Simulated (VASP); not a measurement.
Wanted: the native input for a VASP 6.6.1 run.

| Property | Result |
| --- | --- |
| Task | relaxation of the atoms |
| Functional | PBE |
| Dispersion | D3(BJ) |
| Potentials or basis | VASP PAW PBE potentials, release 64 (K_sv, I) |
| Cutoff | 600 eV |
| k mesh | 8 × 8 × 8 |
| Occupations | gaussian, width 0.03 eV |
| Spin | no spin polarisation |
| Further INCAR settings | ALGO = Fast; EDIFF = 1e-07; IBRION = 2; EDIFFG = -0.01; NSW = 40 |

The structure of KI lies in POSCAR:

```
KI                                      
1.0
    0.0000000000      3.5529690000      3.5529690000
    3.5529690000      0.0000000000      3.5529690000
    3.5529690000      3.5529690000      0.0000000000
  K               I             
     1     1
Direct
     0.0000000000000000    0.0000000000000000    0.0000000000000000
     0.5000000000000000    0.5000000000000000    0.5000000000000000
```

The cell isn't the ideal one: a relaxed cell with its volume scaled by 1.04.

The input as run:

INCAR

```
  PREC = Accurate
  ENCUT = 600
  EDIFF = 1E-7
  ISMEAR = 0
  SIGMA = 0.03
  LREAL = F
  LASPH = T
  NELM = 80
  ALGO = Fast
  ISIF = 2
  LWAVE = F
  LCHARG = F
  GGA = PE
  IVDW = 12
  IBRION = 2
  NSW = 40
  EDIFFG = -0.01
```

KPOINTS

```
regular mesh
0
Gamma
  8 8 8
```

Potentials or basis: VASP PAW PBE potentials, release 64 (K_sv, I).

Command:

```sh
$ cat potpaw_PBE.64/K_sv/POTCAR potpaw_PBE.64/I/POTCAR > POTCAR
$ mpirun -np 1 vasp_std > vasp.out
```

It gave:

```json
{
 "Pressure after relaxing": "-0.5 GPa",
 "Band gap on the k mesh": "3.92 eV, direct",
 "Dispersion energy per atom": "-0.223 eV"
}
```

Caveat: the relaxation stopped at its first step, so nothing moved; spin-orbit coupling is left out, which moves the levels of the heavy elements.

Wall time 52 s on 1 thread of Intel(R) Xeon(R) Platinum 8259CL CPU @ 2.50GHz (Skylake/Cascade Lake) (shared host), peak memory 0.26 GiB.
